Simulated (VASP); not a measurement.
AlN, 4 atoms in the cell. The structure is hexagonal, space group P6_3mc (No. 186). The conventional cell has a = 3.113 Å, b = 3.113 Å, c = 4.981 Å, α = 90.00°, β = 90.00°, γ = 120.00°. Around Al (site symmetry 3m) lie 4 N at 1.89 Å. Around N (site symmetry 3m) lie 4 Al at 1.89 Å. 

```yaml
Program: VASP 6.6.1
Task: relaxation of cell and atoms
Functional: PBEsol
Potentials_or_basis: VASP PAW PBE potentials, release 64 (Al, N)
Cutoff: 600 eV
k_mesh: 12 × 12 × 6
Occupations: gaussian, width 0.03 eV
Spin: no spin polarisation
Further_INCAR_settings: ALGO = Normal; EDIFF = 1e-06; IBRION = 2; EDIFFG = -0.01; NSW = 90; ISIF = 3
```

Potentials or basis: VASP PAW PBE potentials, release 64 (Al, N).

Command:

```bash
$ cat potpaw_PBE.64/Al/POTCAR potpaw_PBE.64/N/POTCAR > POTCAR
$ mpirun -np 1 vasp_std > vasp.out
```

Hardware: 1 thread of Intel(R) Xeon(R) Platinum 8488C (Sapphire Rapids), with other jobs on the host.

Problem. How long does it take, and how much memory?

Solution. It took 81 s on 1 thread of Intel(R) Xeon(R) Platinum 8488C (Sapphire Rapids), on a shared host, peak memory 0.19 GiB. Counts: scf iterations 36, k points 76, ion steps 6.
